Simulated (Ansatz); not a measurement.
Consider InN in the wurtzite structure (space group P6_3mc, No. 186).

```
CELL_PARAMETERS angstrom
      3.54750     0.00000     0.00000
     -1.77375     3.07222     0.00000
      0.00000     0.00000     5.72256
ATOMIC_POSITIONS crystal
  In 0.66667 0.33333 0.00226
  In 0.33333 0.66667 0.50226
  N  0.66667 0.33333 0.62294
  N  0.33333 0.66667 0.12294
```

Cartesian axes are those of the cell as printed.

Calculations: r2SCAN (Ansatz, an electronic-structure program; PAW; 500 eV plane waves; without spin-orbit coupling).

Before the change:

- Shortest interatomic distance = 2.161 Å

Perturbation: tensile biaxial strain of 1.37 % in the plane normal to [001], as in epitaxy on a mismatched substrate; the out-of-plane cell vector and the atoms relax.

### Question
How does this affect the shortest interatomic distance, in-plane stress and out-of-plane strain?

### Answer
The shortest interatomic distance grows by 0.015 Å to 2.176 Å; the mean in-plane stress (compression positive) amounts to -3.4 GPa; the out-of-plane strain amounts to -1.11 %.

No phonon test of stability was made.
